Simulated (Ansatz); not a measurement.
Geometry optimisation, DFT PBE, scalar-relativistic, plane waves, PAW in Ansatz.

Input file:

```yaml
crystal:
  lattice:
    - [-2.292736, 3.971135, 6.57976]
    - [4.585472, 0.0, 6.57976]
    - [4.585472, 7.94227, 0.0]
  atoms:
    - { symbol: Si, position: [0.7580185, 0.0814139, 0.0396789] }
    - { symbol: Si, position: [0.0003045, 0.1669853, 0.0827544] }
    - { symbol: Si, position: [0.1649451, 0.3366859, 0.2517254] }
    - { symbol: Si, position: [0.0860597, 0.7500632, 0.0419688] }
    - { symbol: Si, position: [0.1624806, 0.0037272, 0.3317796] }
    - { symbol: Si, position: [0.3261903, 0.175359, 0.9986863] }
    - { symbol: Mo, position: [0.0036795, 0.4960896, -0.0059831] }
    - { symbol: Mo, position: [0.3304807, 0.8332807, 0.0878657] }
    - { symbol: Mo, position: [0.401413, 0.4247761, 0.0384538] }
    - { symbol: Si, position: [0.7557188, 0.0855794, 0.5450826] }
    - { symbol: Si, position: [-0.0018973, 0.1614914, 0.5773052] }
    - { symbol: Si, position: [0.1711718, 0.3267685, 0.7520674] }
    - { symbol: Si, position: [0.0825247, 0.7495885, 0.5429133] }
    - { symbol: Si, position: [0.1658636, -0.0027163, 0.840685] }
    - { symbol: Si, position: [0.3317959, 0.1714319, 0.494794] }
    - { symbol: Mo, position: [0.0036249, 0.4992483, 0.4943633] }
    - { symbol: Mo, position: [0.3451313, 0.8242484, 0.5843447], spin: 1.0 }
    - { symbol: Mo, position: [0.4177293, 0.417785, 0.5395704] }
    - { symbol: Si, position: [0.2497879, 0.5840017, 0.2891323] }
    - { symbol: Si, position: [0.5032097, 0.6631592, 0.3281649] }
    - { symbol: Si, position: [0.6669677, 0.8324106, 0.5013126] }
    - { symbol: Si, position: [0.5849396, 0.255525, 0.2881043] }
    - { symbol: Si, position: [0.6536321, 0.502711, 0.5876555] }
    - { symbol: Si, position: [0.8322796, 0.6665609, 0.2548284] }
    - { symbol: Mo, position: [0.4995599, 0.0019594, 0.2502716] }
    - { symbol: Mo, position: [0.834455, 0.331081, 0.3326808] }
    - { symbol: Mo, position: [0.9147065, 0.9121485, 0.2932987] }
    - { symbol: Si, position: [0.249748, 0.5845385, 0.7935759] }
    - { symbol: Si, position: [0.4995851, 0.6665529, 0.8243271] }
    - { symbol: Si, position: [0.6676423, 0.837743, -0.0070989] }
    - { symbol: Si, position: [0.5759986, 0.2595135, 0.792772] }
    - { symbol: Si, position: [0.6548126, 0.4984479, 0.0930428] }
    - { symbol: Si, position: [0.8231001, 0.6746268, 0.745116] }
    - { symbol: Mo, position: [0.8229149, 0.3365688, 0.8352822] }
    - { symbol: Mo, position: [0.9114329, 0.9116989, 0.7929787] }
magnetization:
  spin_polarized: true
total_charge: -1
basis:
  ecutwfc: 420.0
kpoints:
  mp_grid: { grid: [2, 2, 1] }
hamiltonian:
  xc: pbe
  pseudopotentials: { kind: paw, azcp: { folder: soft_1 } }
scf:
  occupations: { method: gaussian, width: 0.05 }
  lower_state_search: "off"
relax:
  f_tol: 0.03
  max_steps: 60
  adjacent_minimum: "off"
```

Launched with:

```bash
$ ansatz run input.yaml --threads 4 --pin off --max-ram 10240MiB --backend cpu --events-out ev --progress --plain --runs-dir out
```

Q: Where does it end, and by what steps?

A: The forces met the threshold. Limits of this set-up: coarse k mesh, charged cell in a uniform background, uncorrected. After 6 steps the energy has fallen by 1.501 eV; Si10 moved furthest, 0.20 Å.

```tsv
step	energy less start (eV)	largest force component (eV/Å)	accepted
0	0.0000	1.990	yes
1	-1.1649	1.149	yes
2	-1.4608	0.365	yes
3	-1.4903	0.212	yes
4	-1.4991	0.073	yes
5	-1.5008	0.044	yes
6	-1.5013	0.009	yes
```

```xyz
35
Lattice="-2.2927 3.9711 6.5798 4.5855 0.0000 6.5798 4.5855 7.9423 0.0000" Properties=species:S:1:pos:R:3
Si -1.171 3.317 5.479
Si 1.122 0.642 1.086
Si 2.275 2.649 3.286
Si 3.478 0.639 5.492
Si 1.198 3.311 1.093
Si 4.521 9.175 3.283
Mo 2.289 -0.008 3.283
Mo 3.424 1.985 7.683
Mo 1.169 1.978 5.519
Si 1.206 7.297 5.343
Si 3.424 4.593 1.071
Si 4.582 6.658 3.298
Si 5.768 4.600 5.480
Si 3.398 7.282 1.224
Si 2.288 5.341 3.283
Mo 4.590 3.960 3.290
Mo 5.757 5.933 7.671
Mo 3.416 5.949 5.476
Si 3.415 3.299 5.469
Si 3.421 4.611 7.667
Si 4.648 6.688 9.848
Si 1.172 4.600 5.463
Si 3.465 7.309 7.638
Si 2.312 5.267 9.863
Mo 0.005 3.957 3.280
Mo 1.158 5.957 7.640
Mo 3.435 5.939 12.066
Si 5.688 7.312 5.506
Si 5.776 8.575 7.790
Si 2.308 2.577 9.883
Si 3.388 8.583 5.348
Si 1.177 3.317 7.673
Si 4.599 9.212 9.889
Mo 3.443 9.907 7.633
Mo 5.748 9.932 12.077
```

Run time: 69 s on 4 threads of Arm Neoverse V2, with other jobs on the host, peak memory 1.8 GiB.
